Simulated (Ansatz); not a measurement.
The cell is a database entry far from equilibrium at this level of theory, probably a faulty or high-pressure entry; it serves as a test geometry alone.

A run of Ansatz 0.2.0 printed the following.

```
Engine: ansatz 0.2.0
Pseudopotentials: kind: paw
Pseudopotential: Mg, paw, valence charge 10, recommended cutoff 420 eV (normal)
Functional definition: PBE
  parameter kappa = 0.804
  parameter beta = 0.06672455060314922
  exchange = pbe_x(kappa = kappa, mu = beta*pi^2/3)
  correlation = pbe_c(beta = beta)
Crystal: 1 atoms, lattice volume = 12.875 Å³
Basis set: ecut = 420 eV, 249 PW (Γ), exchange–correlation on 36×36×36 points (8 copies of the dense FFT grid, shifted against one another)
Bands: 9, of which v1, the nominal top of the filled ones, is band 5 counted from 1 (4 counted from 0)
Symmetry: 48 space group operations
Space group: Im-3m (ITA 229), of the structure as read, at distance tolerance 2.3e-5 Å
k-points: 145 of 4096
Non-local potential: Mg, projectors of the file, l = 0: 3, l = 1: 2, l = 2: 1
PAW form: soft (Blöchl's): semilocal exchange-correlation on the pseudo side does not see the compensation charge
PAW one-centre angular grid: Mg, 110 points (default); XC on 64 Gauss nodes
Initial density: superposition of atomic densities (neutral atoms: chi_scale 0, normalization atom), corrected by the library's trained network
Initial wavefunctions: pseudopotential atomic-orbital guess
Functional: x = pbe(κ = 0.804, μ = 0.2195149727645171), c = pbe(β = 0.06672455060314922)
SCF iter   1: F=—  HF=-1922.552342 eV  |F-HF|=—  |Δ(HF+E_count)|=         —  Δρ=1.13e-3  dr2=1.32e-4  ethr=1.77e-3  ⟨swp⟩=5.2  Hψ=9009  notcnv=0
preconditioner: auto → none  [metal: Δε(μ)=0.087 eV  Ē_g=14.294 eV  σ=0.050 eV  W_gap=0.41  n_scr=0 (ndim 8)  ℏωp=14.6 eV  f_vac=0.000  D(μ)=0.28/eV (n_scr^D=0)]
SCF iter   2: F=—  HF=-1922.552352 eV  |F-HF|=—  |Δ(HF+E_count)|=   9.85e-6  Δρ=4.55e-4  dr2=1.98e-5  ethr=1.32e-6  ⟨swp⟩=2.1  Hψ=3022  notcnv=0
SCF iter   3: F=—  HF=-1922.552346 eV  |F-HF|=—  |Δ(HF+E_count)|=   6.12e-6  Δρ=1.11e-4  dr2=1.02e-6  ethr=1.98e-7  ⟨swp⟩=2.0  Hψ=1852  notcnv=0
iter 4 did not close the SCF: its close was put off for the readings that it lacked (scf_convergence_deferred on its scf_iter line)
SCF iter   4: F=-1922.552346 eV  HF=-1922.552346 eV  |F-HF|=3.06e-8  |Δ(HF+E_count)|=   2.71e-7  Δρ=1.88e-5  dr2=1.26e-8  ethr=1.02e-8  ⟨swp⟩=2.3  Hψ=1912  notcnv=0
iter 5 did not close the SCF: its close was put off for the readings that it lacked (scf_convergence_deferred on its scf_iter line)
SCF iter   5: F=-1922.552346 eV  HF=-1922.552346 eV  |F-HF|=6.78e-9  |Δ(HF+E_count)|=   7.66e-9  Δρ=8.28e-6  dr2=2.81e-9  ethr=1.26e-10  ⟨swp⟩=2.0  Hψ=2031  notcnv=0
SCF iter   6: F=-1922.552346 eV  HF=-1922.552346 eV  |F-HF|=7.13e-10  |Δ(HF+E_count)|=   3.86e-9  Δρ=2.69e-6  dr2=2.88e-10  ethr=2.81e-11  ⟨swp⟩=4.9  Hψ=6086  notcnv=0
SCF 1 converged in 6 iterations: F = -1922.552346 eV  dr2 = 2.88e-10
  greatest PAW one-centre occupation: 1.000 electrons in one spin orbital (limit 2), on the Mg atom at site 0 (counted from 0), in its partial waves of l = 1
NSCF: frozen V_eff on 99 k-points
SCF converged after 6 iterations
Free energy (F): -1922.552346 eV
Harris-Foulkes:  -1922.552346 eV  (|F-HF|=7.13e-10)
Internal energy: -1922.550028 eV  (E = F + TS)
E sigma→0 (E₀):  -1922.551187 eV
Entropy (-TS):   -0.002318 eV (-2.318 meV/atom)
Fermi energy:    11.915177 eV
--- Per-component energies (eV) ---
  E_band       = -293.376581
  E_kinetic    = 79.981492
  E_local      = -1373.946148  (includes V_loc(G=0)·N_el)
  E_nonlocal   = 96.091322
  E_hartree    = 484.109787
  E_xc         = -31.215246
  E_vxc        = -40.413396  (∫ρ·V_xc dr)
  E_paw        = -290.275745  (= ΣΔE_a)
  E_vpaw       = -23.310123  (= ΣTr[D̂ρ^β])
  E_aug_tail   = -0.000002  (compensation charges beyond the density's cutoff)
  E_ewald      = -887.295487
  E_smearing   = -0.002318  (= −TS)
  E_closure    = -0.000000  (closes the sum)
  Σ components = -1922.552346   (vs F -1922.552346, Δ=0.00e0)
--- Forces (eV/Å), atoms counted from 1 ---
  atom   1  Mg     0.00000000     0.00000000    -0.00000000
  max |Σ_I F_I| component: 6.16e-32 eV/Å
--- Stress (GPa, compression-positive) ---
       62.590107       0.000000       0.000000
        0.000000      62.590107       0.000000
        0.000000       0.000000      62.590107
  P = ⅓ Tr σ = 62.5901 GPa (625.901 kbar)
--- PAW observables at the nuclei: V_zz in 10²¹ V/m², potentials from the cell's mean, atoms counted from 1 ---
  atom   1  Mg V_zz =    -0.000000   η = 0.0000   by run symmetry: forbidden
            electrostatic potential = -1105.823299 V   contact ρ = 7802.657502 e/Å³
--- Band table (eV; the first three rows and the last of 145) ---
  k-point 0: bands = ["-63.6587", "-30.2629", "-30.2629", "-30.2629", "2.0927", "29.3785", "29.3785", "29.3785", "32.1149"]
  k-point 1: bands = ["-63.6570", "-30.2732", "-30.2661", "-30.2630", "2.2303", "28.0884", "28.6392", "29.2194", "31.0562"]
  k-point 2: bands = ["-63.6520", "-30.3026", "-30.2751", "-30.2631", "2.6405", "25.2770", "27.2900", "28.8231", "30.0189"]
  k-point 144: bands = ["-63.5802", "-30.4442", "-30.4442", "-30.4442", "15.8466", "15.8466", "18.0697", "18.0697", "18.0697"]
--- Löwdin populations: 1 site ---
  site symbol       q [e]
     0     Mg      9.4725
  spilling = 0.052751 (of n_electrons = 10.000000)
--- Bader charges: 1 site ---
  site symbol  charge [e]  shift [e] shared [e]
     0     Mg      1.2748     0.0012     0.0000
  maxima off the nuclei: 6, with 1.2748 electrons
  on the straight line to a nucleus their density falls by 3.2e-2 of itself; PAW files or a low cutoff
  can make one that falls by little (a run on other files and one at a higher cutoff tell): if they did, read the shared
  charge, to which what the maxima have on the atom's side is counted
  estimated error of the sums over rays = 1.5e-3 e
```

The cell and starting positions:

```
CELL_PARAMETERS angstrom
-1.47650 1.47650 1.47650
1.47650 -1.47650 1.47650
1.47650 1.47650 -1.47650
ATOMIC_POSITIONS crystal
Mg 0.00000 0.00000 0.00000
```

Parts of the input that the log doesn't repeat:

```yaml
  band_path:
    path:
      - [0.0, 0.0, 0.0]
      - [0.5, -0.5, 0.5]
      - [0.0, 0.0, 0.5]
      - [0.0, 0.0, 0.0]
      - [0.25, 0.25, 0.25]
      - [0.5, -0.5, 0.5]
      - [0.25, 0.25, 0.25]
      - [0.0, 0.0, 0.5]
    npoints: 14
output:
  forces: true
  stress: true
  eigenvalues: true
  efg: { contact_densities: true }
  populations: true
  bader: true
  dos: { projected: true, de: 0.2, e_range: [-14, 8] }
  write_density: true
  write_potential: true
  elf: true
  volumetric_format: npy
```

(1) Write the input that produced this log.

## Answers

(1) 
```yaml
crystal:
  lattice:
    - [-1.4765, 1.4765, 1.4765]
    - [1.4765, -1.4765, 1.4765]
    - [1.4765, 1.4765, -1.4765]
  atoms:
    - { symbol: Mg, position: [0.0, 0.0, 0.0] }
kpoints:
  mp_grid: { grid: [16, 16, 16] }
  band_path:
    path:
      - [0.0, 0.0, 0.0]
      - [0.5, -0.5, 0.5]
      - [0.0, 0.0, 0.5]
      - [0.0, 0.0, 0.0]
      - [0.25, 0.25, 0.25]
      - [0.5, -0.5, 0.5]
      - [0.25, 0.25, 0.25]
      - [0.0, 0.0, 0.5]
    npoints: 14
scf:
  occupations: { method: fermi_dirac, width: 0.05 }
hamiltonian:
  xc: pbe
  pseudopotentials: { kind: paw }
output:
  forces: true
  stress: true
  eigenvalues: true
  efg: { contact_densities: true }
  populations: true
  bader: true
  dos: { projected: true, de: 0.2, e_range: [-14, 8] }
  write_density: true
  write_potential: true
  elf: true
  volumetric_format: npy
```
This is the input that was run; digits and keys that the log doesn't show could differ in an equivalent one.
